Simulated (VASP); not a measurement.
Crystal: Br.

```
Br
1.0
     3.36325   -2.32255    0.00000
     3.36325    2.32255    0.00000
     0.00000    0.00000    8.70230
Br
4
Direct
  0.36510 0.63490 0.39010
  0.13490 0.86510 0.89010
  0.63490 0.36510 0.60990
  0.86510 0.13490 0.10990
```

```yaml
Program: VASP 6.6.1
Task: relaxation of cell and atoms
Functional: PBEsol
Potentials_or_basis: VASP PAW PBE potentials, release 64 (Br)
Cutoff: 600 eV
k_mesh: 6 × 6 × 4
Occupations: gaussian, width 0.02 eV
Spin: no spin polarisation
```

At the start: pressure 0.1 GPa; volume 33.99 Å³/atom.

How do energy, volume and symmetry change on relaxing?

Over 23 steps the energy falls by 61.0 meV/atom and the volume is 30.79 Å³/atom (-9.4 %); space group Cmce (No. 64, to 0.05 Å).

Step by step:
```tsv
step	energy change (eV)	largest force (eV/Å)	pressure (GPa)	volume (Å³)
1	0.0000	0.7486	0.15	135.95
2	-0.0354	0.1909	-1.83	136.56
3	-0.0404	0.1130	-1.34	136.39
4	-0.1045	0.1010	-1.15	131.91
5	-0.1917	0.2081	0.90	118.88
6	-0.1952	0.1424	0.09	122.37
7	-0.1974	0.1604	0.35	121.11
8	-0.2067	0.2043	-0.08	120.63
9	-0.2068	0.2209	-0.11	120.58
10	-0.2195	0.1938	0.13	119.84
11	-0.2298	0.1298	0.79	118.09
12	-0.2376	0.1214	0.26	119.30
13	-0.2379	0.1281	0.15	119.58
14	-0.2404	0.0680	0.20	119.99
15	-0.2419	0.0395	0.30	120.67
16	-0.2428	0.0406	-0.04	122.02
17	-0.2428	0.0374	-0.03	121.79
18	-0.2428	0.0361	0.01	121.68
19	-0.2432	0.0290	0.03	121.91
20	-0.2440	0.0087	0.05	122.61
21	-0.2440	0.0044	0.06	122.95
22	-0.2440	0.0281	-0.09	123.54
23	-0.2441	0.0070	0.01	123.15
```

Final structure:
```yaml
crystal:
  lattice:
    - [3.58262, -2.01670, 0.00000]
    - [3.58262, 2.01670, 0.00000]
    - [0.00000, 0.00000, 8.52255]
  atoms:
    - { symbol: Br, position: [0.34573, 0.65427, 0.37981] }
    - { symbol: Br, position: [0.15427, 0.84573, 0.87981] }
    - { symbol: Br, position: [0.65427, 0.34573, 0.62019] }
    - { symbol: Br, position: [0.84573, 0.15427, 0.12019] }
```

Caveat: the PAW data sets were made with another functional, which shifts forces and pressure a little.
